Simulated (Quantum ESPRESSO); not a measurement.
Crystal: TaN.

```
Ta N
1.0
     0.00000    2.21132    2.21132
     2.21132    0.00000    2.21132
     2.21132    2.21132    0.00000
Ta N
1 1
Cartesian
  2.2113 2.2113 2.2113
  0.0000 0.0000 0.0000
```

The cell comes from a database or a generator and needn't be the stable form of this composition.

Base run:

```yaml
Program: Quantum ESPRESSO 7.5
Functional: PBEsol
Potentials_or_basis: GBRV 1.5 PBEsol
Cutoff: 762 eV
Density_cutoff: 6095 eV
k_mesh: 10 × 10 × 10
Occupations: fermi-dirac, width 0.05 eV
Spin: no spin polarisation
Hubbard_terms: Ta d U = 1 eV
```

Its results: band gap on the k mesh none (metal or under the smearing width); pressure -10.0 GPa.

Q: The run is repeated on the same cell with these changes: hubbard terms from Ta d U = 1 eV to Ta d U = 4 eV. What comes out?

A: Band gap on the k mesh none (metal or under the smearing width); pressure -7.1 GPa.

Caveats: U without spin polarisation on a metal has little footing.
